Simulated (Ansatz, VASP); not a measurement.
## Two plane-wave programs on TePb

```
Te Pb
1.0
     0.00000    3.28466    3.28466
     3.28466    0.00000    3.28466
     3.28466    3.28466    0.00000
Te Pb
1 1
Direct
  0.50000 0.50000 0.50000
  0.00000 0.00000 0.00000
```

Alike in both runs: functional PBE; k mesh 10 × 10 × 10; no spin polarisation.

Ansatz relaxed the structure, and its values are those at the end. VASP's run is a single point on that final structure, the one shown.

|  | VASP | Ansatz |
| --- | --- | --- |
| version | VASP 6.6.1 | Ansatz 0.2.0 |
| potentials or method | VASP PAW PBE potentials, release 64 (Te, Pb_d) | scalar-relativistic, plane waves, PAW |
| plane-wave cutoff (eV) | 520 | 420 |
| occupations | gaussian, width 0.01 eV | fixed |
| valence electrons in the cell | 20 | 30 |

|  | VASP | Ansatz | Ansatz less VASP |
| --- | --- | --- | --- |
| gap on the k mesh at the Fermi level (eV) | 0.83 | 0.83 | -0.004 |
| least direct gap on the mesh (eV) | 0.83 | 0.83 | -0.004 |
| pressure (GPa) | -0.1 | 0.0 | +0.06 |

The two sets of potentials don't hold the same shells in valence.

Caveats: spin-orbit coupling is left out, which as a rule narrows the gap of such compounds by several tenths of an eV. A k mesh can miss the band edges.
